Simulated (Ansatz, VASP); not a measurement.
## VSi: VASP beside Ansatz

INCAR

```
  ALGO = Normal
  EDIFF = 1E-7
  ENCUT = 520
  GGA = PE
  ISIF = 2
  ISMEAR = -1
  ISPIN = 2
  LASPH = True
  LCHARG = True
  LELF = True
  LMAXMIX = 4
  LORBIT = 11
  LREAL = False
  LVHAR = True
  LWAVE = False
  MAGMOM = 1.5 0
  NBANDS = 20
  NELM = 150
  PREC = Accurate
  SIGMA = 0.03
```

KPOINTS

```
k-points
0
Gamma
  13 13 13
```

Contents of POSCAR:

```
VSi
1.0
    0.0000000000      2.4272586101      2.4272586101
    2.4272586101      0.0000000000      2.4272586101
    2.4272586101      2.4272586101      0.0000000000
V Si
1 1
Direct
    0.0000000000      0.0000000000      0.0000000000
    0.5000000000      0.5000000000      0.5000000000
```

Input for Ansatz:

```yaml
crystal:
  lattice:
    - [0.0, 2.4272586101, 2.4272586101]
    - [2.4272586101, 0.0, 2.4272586101]
    - [2.4272586101, 2.4272586101, 0.0]
  atoms:
    - { symbol: V, position: [0.0, 0.0, 0.0], spin: 1.5 }
    - { symbol: Si, position: [0.5, 0.5, 0.5] }
magnetization:
  spin_polarized: true
kpoints:
  mp_grid: { grid: [13, 13, 13] }
scf:
  occupations: { method: fermi_dirac, width: 0.03 }
hamiltonian:
  xc: pbe
  pseudopotentials: { kind: all_electron, lapw: { basis_error: 0.0005 } }
output:
  forces: true
  stress: true
  eigenvalues: true
```

Change from the starting cell: volume scaled by 0.98.

Alike in both runs: task single point; functional PBE; k mesh 13 × 13 × 13; occupations fermi-dirac, width 0.03 eV; collinear spin.

|  | VASP | Ansatz |
| --- | --- | --- |
| version | VASP 6.6.1 | Ansatz 0.2.0 |
| potentials or method | VASP PAW PBE potentials, release 64 (V_sv, Si) | all-electron LAPW, scalar-relativistic |
| plane-wave cutoff (eV) | 520 | see its input |

VASP gave:

- pressure (GPa): 3.0
- net moment per atom (μB): 0.00

Question: Which values does Ansatz return?

Answer: Pressure (GPa): 2.9; net moment per atom (μB): 0.00.

Ansatz ran all-electron here, so the differences hold the error of VASP's frozen core and of both bases. Ansatz warned: «seeded_moment_not_kept».
